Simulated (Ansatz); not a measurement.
## Is this Al2P3 stable against decomposition?

These are results of DFT PBE, scalar-relativistic, plane waves, PAW (Ansatz 0.2.0), not measurements. Settings: cutoff 420 eV, Γ-centred meshes spaced at most about 0.3 Å⁻¹, and about 0.25 Å⁻¹ or finer for metals (2π included), Gaussian smearing. No spin polarisation.

Energies over the elements count from the elements' standard structures at the same level, with no fitted energy shifts. The references include black phosphorus.

These are static total energies at zero pressure. In Al2P3 P4/mmm an odd number of electrons in the primitive cell allows no gap without spin; a larger cell or a magnetic state could open one. The reference form of P is held partly by dispersion forces, which this level lacks.

The competitors are the elements and 1 reference phase of this chemical system (from databases or known types: AlP), relaxed at the same level; other known phases may be missing.

The candidate was reached from: random cell.

```cif
data_structure
_symmetry_space_group_name_H-M 'P4/mmm'
_symmetry_Int_Tables_number 123
_cell_length_a 3.3561
_cell_length_b 3.3561
_cell_length_c 7.3897
_cell_angle_alpha 90.000
_cell_angle_beta 90.000
_cell_angle_gamma 90.000
_cell_volume 83.23
loop_
_atom_site_label
_atom_site_type_symbol
_atom_site_symmetry_multiplicity
_atom_site_Wyckoff_symbol
_atom_site_fract_x
_atom_site_fract_y
_atom_site_fract_z
_atom_site_occupancy
Al1 Al 2 g 0.00000 0.00000 0.71109 1
P1 P 2 h 0.50000 0.50000 0.83954 1
P2 P 1 d 0.50000 0.50000 0.50000 1
```

The lowest competing mixture at this composition:

| phase | space group | source | share of atoms | ΔE_f (eV/atom) |
| --- | --- | --- | --- | --- |
| P | - | element | 0.2000 | -0.0005 |
| AlP | F-43m (No. 216) | Materials Project | 0.8000 | -0.633 |

The lowest database cell of P (-0.0005) lies slightly below the reference, hence the non-zero entry.

Question: What are the hull's energy here, the candidate's formation energy and its margin?

Answer: The hull lies at -0.507 eV/atom, the weighted sum of the last column. The candidate has 0.069 eV/atom, which is 0.58 eV/atom above it. The candidate matches no cell in the subsets of the Crystallography Open Database and the Materials Project at hand. The margin is far too high for a likely synthesis. Shaken at random and relaxed again it fell by 258 meV/atom, so it probably isn't a firm minimum. It holds P–P chains (shortest 2.37 Å).
